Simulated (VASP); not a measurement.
Write the native input for VASP 6.6.1 that does the following.

```yaml
Task: single point
Functional: LDA
Potentials_or_basis: VASP PAW LDA potentials, release 54 (Sn_d, O)
Cutoff: 520 eV
k_mesh: 7 × 7 × 6
Occupations: gaussian, width 0.1 eV
Spin: no spin polarisation
Further_INCAR_settings: ALGO = Normal; EDIFF = 1e-06; NBANDS = 28
```

The structure of SnO lies in POSCAR:

```
SnO
1.0
    3.8136952200      0.0000000000      0.0000000000
    0.0000000000      3.8136952200      0.0000000000
    0.0000000000      0.0000000000      4.8869133000
Sn O
2 2
Cartesian
    1.9068476100      0.0000000000      3.7366616531
    0.0000000000      1.9068476100      1.1502516469
    0.0000000000      0.0000000000      0.0000000000
    1.9068476100      1.9068476100      0.0000000000
```

The cell is a database's computed one.

One way to write it, as run:

INCAR

```
ALGO = Normal ; EDIFF = 1E-6
ENCUT = 520 ; ISIF = 2
ISMEAR = 0 ; LASPH = T
LCHARG = F ; LREAL = F
LWAVE = F ; NBANDS = 28
NELM = 60 ; PREC = Accurate
SIGMA = 0.1
```

KPOINTS

```
k-points
0
Gamma
  7 7 6
```

Potentials or basis: VASP PAW LDA potentials, release 54 (Sn_d, O).

Command:

```sh
$ cat potpaw_LDA.54/Sn_d/POTCAR potpaw_LDA.54/O/POTCAR > POTCAR
$ mpirun -np 1 vasp_std > vasp.out
```

It gave:

```
Pressure               : -3.0 GPa
Largest force          : 0.130 eV/Å
Band gap on the k mesh : 0.44 eV, indirect (least direct gap 1.96 eV)
```

Caveat: spin-orbit coupling is left out, which moves the levels of the heavy elements; an odd mesh through Γ misses points on the zone boundary, where band edges often lie.

Run time: 46 s on 1 thread of Intel(R) Xeon(R) Platinum 8488C (Sapphire Rapids) (shared host), peak memory 0.19 GiB.
